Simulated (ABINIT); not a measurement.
# GaN (P6_3mc) in ABINIT: a series of runs

The runs below take GaN through single point, with PBE.

All numbers are computed with ABINIT 10.8.3 (patched build); they aren't measurements. Logs are shortened: lines on timing, memory, paths and dates and some standing lists are left out, and cuts for length are marked. The log counts tension as positive stress, the text compression.

**The experiment to reproduce.**

“Studying electronic properties in GaN without electrical contacts using γ-γ vs e−-γ Perturbed Angular Correlations”, 2019, pmc:6823545 quotes, for a bulk crystal of GaN: band gap 3.503 ± 0.005 eV (direct).

The runs below are set against these values where they give the same quantity.

### Step 1. The structure

Symmetry: P6_3mc, No. 186, hexagonal system. Conventional cell: a = 3.180 Å, b = 3.180 Å, c = 5.166 Å, α = 90.00°, β = 90.00°, γ = 120.00°. Ga (site symmetry 3m) has 4 N at 1.94 to 1.95 Å as nearest neighbours. N (site symmetry 3m) has 4 Ga at 1.94 to 1.95 Å as nearest neighbours.

### Step 2. Single point, PBE

File run.abi:

```
pp_dirpath "./"
pseudos "Ga.upf, N.upf"

acell 3*1.0
rprim
     6.0093290763     0.0000000000     0.0000000000
    -3.0046645382     5.2042316397     0.0000000000
     0.0000000000     0.0000000000     9.7623251598
ntypat 2
znucl 31 7
natom 4
typat 1 1 2 2
xred
     0.6666666667     0.3333333333     0.5000000000
     0.3333333333     0.6666666667     0.0000000000
     0.6666666667     0.3333333333     0.8750000000
     0.3333333333     0.6666666667     0.3750000000

ecut 57.0

kptopt 1
ngkpt 10 10 5
nshiftk 1
shiftk 0.0 0.0 0.0

ixc 11

nband 32
occopt 3
tsmear 0.05 eV

nstep 100
tolvrs 1.0e-10

iomode 3
prtwf 0
prtden 0
prteig 0
prtebands 0
enunit 2
```

Potentials or basis: PseudoDojo NC SR PBE v0.5 stringent.

Launch:

```sh
$ abinit run.abi > log 2>&1
```

run.abo:

```text
.Version 10.8.3 of ABINIT
 Symmetries : space group P6_3 m c (#186); Bravais hP (primitive hexag.)
================================================================================
 Values of the parameters that define the memory need of the present run
     intxc =       0    ionmov =       0      iscf =       7    lmnmax =       6
     lnmax =       6     mgfft =      72  mpssoang =       3    mqgrid =    3318
     natom =       4  nloc_mem =       1    nspden =       1   nspinor =       1
    nsppol =       1      nsym =      12    n1xccc =    2501    ntypat =       2
    occopt =       3   xclevel =       2
       mpw =        6297          nfft =      145800          nkpt =          42
================================================================================
================================================================================

--------------------------------------------------------------------------------
------------- Echo of variables that govern the present computation ------------
--------------------------------------------------------------------------------
 -outvars: echo values of preprocessed input variables --------
            acell      1.0000000000E+00  1.0000000000E+00  1.0000000000E+00 Bohr
              amu      6.97230000E+01  1.40067400E+01
             ecut      5.70000000E+01 Hartree
           enunit           2
              ixc          11
         kptrlatt       10    0    0      0   10    0      0    0    5
          kptrlen      4.88116258E+01
            natom           4
            nband          32
            ngfft          45      45      72
             nkpt          42
            nstep         100
             nsym          12
           ntypat           2
           occopt           3
           prtden           0
        prtebands           0
           prteig           0
            prtwf           0
            rprim      6.0093290763E+00  0.0000000000E+00  0.0000000000E+00
                      -3.0046645382E+00  5.2042316397E+00  0.0000000000E+00
                       0.0000000000E+00  0.0000000000E+00  9.7623251598E+00
          spgroup         186
           tolvrs      1.00000000E-10
           tsmear      1.83746611E-03 Hartree
            typat      1  1  2  2
           xangst      1.5899999989E+00  9.1798692737E-01  2.5829999982E+00
                      -1.7639790514E-11  1.8359738547E+00  0.0000000000E+00
                       1.5899999989E+00  9.1798692737E-01  4.5202499969E+00
                      -1.7639790514E-11  1.8359738547E+00  1.9372499987E+00
            xcart      3.0046645381E+00  1.7347438799E+00  4.8811625799E+00
                      -3.3334372990E-11  3.4694877598E+00  0.0000000000E+00
                       3.0046645381E+00  1.7347438799E+00  8.5420345148E+00
[... 148 lines left out ...]
    2     -0.00000000000000    -0.00000000000000    -0.13720362092346
    3      0.00000000000000     0.00000000000000     0.13720362092346
    4     -0.00000000000000    -0.00000000000000     0.13720362092346
 frms,max,avg= 7.9214547E-02 1.3720362E-01   0.000E+00  0.000E+00  1.885E-04 e/A
 length scales=  1.000000000000  1.000000000000  1.000000000000 bohr
              =  0.529177210544  0.529177210544  0.529177210544 angstroms
 Fermi (or HOMO) energy (hartree) =   0.29644   Average Vxc (hartree)=  -0.43333
 Eigenvalues (hartree) for nkpt=  42  k points:
 kpt#   1, nband= 32, wtk=  0.00200, kpt=  0.0000  0.0000  0.0000 (reduced coord)
  -4.96315   -4.96314   -3.15312   -3.15312   -3.15311   -3.15311   -3.15311   -3.15306
  -0.33114   -0.29737   -0.23895   -0.23818   -0.23818   -0.23587   -0.23587   -0.22902
  -0.22902   -0.22528   -0.22528   -0.17804   -0.00357    0.21944    0.21944    0.25610
   0.25830    0.25830    0.33189    0.41779    0.59857    0.62499    0.62499    0.65917
      occupation numbers for kpt#   1
   2.00000    2.00000    2.00000    2.00000    2.00000    2.00000    2.00000    2.00000
   2.00000    2.00000    2.00000    2.00000    2.00000    2.00000    2.00000    2.00000
   2.00000    2.00000    2.00000    2.00000    2.00000    2.00000    2.00000    2.00000
   2.00000    2.00000    0.00000    0.00000    0.00000    0.00000    0.00000    0.00000
 prteigrs : prtvol=0 or 1, do not print more k-points.

 Fermi (or HOMO) energy (eV) =   8.06667   Average Vxc (eV)= -11.79138
 Eigenvalues (   eV  ) for nkpt=  42  k points:
 kpt#   1, nband= 32, wtk=  0.00200, kpt=  0.0000  0.0000  0.0000 (reduced coord)
-135.05407 -135.05398  -85.80079  -85.80079  -85.80060  -85.80050  -85.80050  -85.79903
  -9.01084   -8.09183   -6.50218   -6.48129   -6.48129   -6.41839   -6.41839   -6.23203
  -6.23203   -6.13020   -6.13020   -4.84466   -0.09716    5.97120    5.97120    6.96886
   7.02874    7.02874    9.03106   11.36875   16.28786   17.00689   17.00689   17.93700
 prteigrs : prtvol=0 or 1, do not print more k-points.

--- !EnergyTerms
iteration_state     : {dtset: 1, }
comment             : Components of total free energy in Hartree
kinetic             :  2.55695137556855E+02
hartree             :  2.00426997867221E+02
xc                  : -5.79718824328977E+01
Ewald energy        : -2.71479429486993E+02
psp_core            :  9.21929744672178E+00
local_psp           : -5.32482787623263E+02
non_local_psp       : -1.20880973066252E+02
internal            : -5.17473639738608E+02
'-kT*entropy'       : -1.31857330865384E-12
total_energy        : -5.17473639738609E+02
total_energy_eV     : -1.40811750830409E+04
band_energy         : -6.16335621764655E+01
...

 Cartesian components of stress tensor (hartree/bohr^3)
  sigma(1 1)= -2.09730322E-04  sigma(3 2)=  0.00000000E+00
  sigma(2 2)= -2.09730321E-04  sigma(3 1)=  0.00000000E+00
  sigma(3 3)= -2.81434142E-04  sigma(2 1)=  2.88100760E-13

-Cartesian components of stress tensor (GPa)         [Pressure=  6.8737E+00 GPa]
- sigma(1 1)= -6.17047911E+00  sigma(3 2)=  0.00000000E+00
- sigma(2 2)= -6.17047909E+00  sigma(3 1)=  0.00000000E+00
- sigma(3 3)= -8.28007833E+00  sigma(2 1)=  8.47621700E-09

== END DATASET(S) ==============================================================
================================================================================

 -outvars: echo values of variables after computation  --------
            acell      1.0000000000E+00  1.0000000000E+00  1.0000000000E+00 Bohr
           etotal     -5.1747363974E+02
            fcart      3.5846200985E-28 -4.1391627576E-28 -2.6681856169E-03
                      -3.5846200985E-28 -3.4439207890E-39 -2.6681856169E-03
                       3.5846200985E-28  4.1391627577E-28  2.6681856169E-03
                      -3.5846200985E-28 -3.4439207890E-39  2.6681856169E-03
            rprim      6.0093290763E+00  0.0000000000E+00  0.0000000000E+00
                      -3.0046645382E+00  5.2042316397E+00  0.0000000000E+00
                       0.0000000000E+00  0.0000000000E+00  9.7623251598E+00
           strten     -2.0973032218E-04 -2.0973032130E-04 -2.8143414225E-04
                       0.0000000000E+00  0.0000000000E+00  2.8810075994E-13
           xangst      1.5899999989E+00  9.1798692737E-01  2.5829999982E+00
                      -1.7639790514E-11  1.8359738547E+00  0.0000000000E+00
                       1.5899999989E+00  9.1798692737E-01  4.5202499969E+00
                      -1.7639790514E-11  1.8359738547E+00  1.9372499987E+00
             xred      6.6666666667E-01  3.3333333333E-01  5.0000000000E-01
                       3.3333333333E-01  6.6666666667E-01  0.0000000000E+00
                       6.6666666667E-01  3.3333333333E-01  8.7500000000E-01
                       3.3333333333E-01  6.6666666667E-01  3.7500000000E-01
 Calculation completed.
```

It took 6.5 min on 1 thread of Arm Neoverse V1, shared host; peak memory 0.22 GiB.

Results:

| Property | Result |
| --- | --- |
| Free energy | -14081.1751 eV |
| Pressure | 6.9 GPa |
| Largest force | 0.137 eV/Å |
| Band gap on the k mesh | 2.00 eV, direct |
| Valence electrons inside the program's atomic spheres | Ga 18.90; N 5.28 |

Forces in eV/Å, atoms in the order of the input:
```
Ga   0.000  0.000 -0.137
Ga   0.000  0.000 -0.137
N    0.000  0.000  0.137
N    0.000  0.000  0.137
```

### Step 3. Single point, PBE

run.abi, as its differences from that of step 2:

```diff
@@ -1,3 +1,3 @@
 pp_dirpath "./"
-pseudos "Ga.upf, N.upf"
+pseudos "Ga_ONCV_PBE-1.2.upf, N_ONCV_PBE-1.2.upf"
 
@@ -18,3 +18,3 @@
 
-ecut 57.0
+ecut 62.0
 
@@ -27,3 +27,3 @@
 
-nband 32
+nband 22
 occopt 3
```

Potentials or basis: SG15 NC PBE v1.2.

Launch:

```sh
$ abinit run.abi > log 2>&1
```

run.abo:

```text
.Version 10.8.3 of ABINIT
 Symmetries : space group P6_3 m c (#186); Bravais hP (primitive hexag.)
================================================================================
 Values of the parameters that define the memory need of the present run
     intxc =       0    ionmov =       0      iscf =       7    lmnmax =       6
     lnmax =       6     mgfft =      72  mpssoang =       3    mqgrid =    3461
     natom =       4  nloc_mem =       1    nspden =       1   nspinor =       1
    nsppol =       1      nsym =      12    n1xccc =       0    ntypat =       2
    occopt =       3   xclevel =       2
       mpw =        7156          nfft =      145800          nkpt =          42
================================================================================
================================================================================

--------------------------------------------------------------------------------
------------- Echo of variables that govern the present computation ------------
[... 242 lines left out ...]
            acell      1.0000000000E+00  1.0000000000E+00  1.0000000000E+00 Bohr
           etotal     -1.5127097461E+02
            fcart     -2.6884650739E-28  7.7609301706E-28 -2.6789567953E-03
                       8.9615502462E-29 -1.9143627754E-27 -2.6789567953E-03
                       4.4807751231E-28  7.7609301706E-28  2.6789567953E-03
                      -2.6884650739E-28  3.6217674129E-28  2.6789567953E-03
            rprim      6.0093290763E+00  0.0000000000E+00  0.0000000000E+00
                      -3.0046645382E+00  5.2042316397E+00  0.0000000000E+00
                       0.0000000000E+00  0.0000000000E+00  9.7623251598E+00
           strten     -2.2215417812E-04 -2.2215417736E-04 -2.9532626239E-04
                       0.0000000000E+00  0.0000000000E+00  2.4966498736E-13
           xangst      1.5899999989E+00  9.1798692737E-01  2.5829999982E+00
                      -1.7639790514E-11  1.8359738547E+00  0.0000000000E+00
                       1.5899999989E+00  9.1798692737E-01  4.5202499969E+00
                      -1.7639790514E-11  1.8359738547E+00  1.9372499987E+00
             xred      6.6666666667E-01  3.3333333333E-01  5.0000000000E-01
                       3.3333333333E-01  6.6666666667E-01  0.0000000000E+00
                       6.6666666667E-01  3.3333333333E-01  8.7500000000E-01
                       3.3333333333E-01  6.6666666667E-01  3.7500000000E-01
 Calculation completed.
```

Wall time 5.2 min (1 thread of Arm Neoverse V1, shared host); peak memory 0.19 GiB.

What came out:

- Free energy: -4116.2929 eV
- Pressure: 7.3 GPa
- Largest force: 0.138 eV/Å
- Band gap on the k mesh: 2.03 eV, direct
- Valence electrons inside the program's atomic spheres: Ga 10.91; N 5.28

Forces in eV/Å, atoms in the order of the input:
```
Ga   0.000  0.000 -0.138
Ga   0.000  0.000 -0.138
N    0.000  0.000  0.138
N    0.000  0.000  0.138
```

### Step 4. Single point, PBE

run.abi, as its differences from that of step 3:

```diff
@@ -1,3 +1,3 @@
 pp_dirpath "./"
-pseudos "Ga_ONCV_PBE-1.2.upf, N_ONCV_PBE-1.2.upf"
+pseudos "Ga.upf, N.upf"
 
@@ -18,3 +18,3 @@
 
-ecut 62.0
+ecut 46.0
```

Potentials or basis: Ansatz NC PBE.

Launch:

```sh
$ abinit run.abi > log 2>&1
```

It took 2.8 min on 1 thread of Arm Neoverse V1, shared host; peak memory 0.14 GiB.

Results (log left out):

```yaml
Free_energy: -4752.6674 eV
Pressure: 7.6 GPa
Largest_force: 0.137 eV/Å
Band_gap_on_the_k_mesh: 1.99 eV, direct
Valence_electrons_inside_the_program's_atomic_spheres: Ga 10.91; N 5.27
```

Forces on the atoms (eV/Å):
```
Ga   0.000  0.000 -0.137
Ga   0.000  0.000 -0.137
N    0.000  0.000  0.137
N    0.000  0.000  0.137
```

Stress tensor (GPa, compression positive):
```
6.87 0.00 0.00
0.00 6.87 0.00
0.00 0.00 9.02
```

Levels at points of the mesh, in eV from the valence-band top:
```tsv
k point	band 14	band 15	band 16	band 17	band 18	band 19	band 20	band 21	band 22
(0.00, 0.00, 0.00)	-1.06	-1.06	-0.06	0.00	0.00	1.99	4.31	9.52	9.93
(0.50, 0.00, 0.00)	-5.29	-4.27	-2.78	-2.26	-0.99	5.08	5.62	6.08	8.68
```

(Part 1 of 2 ends here.)
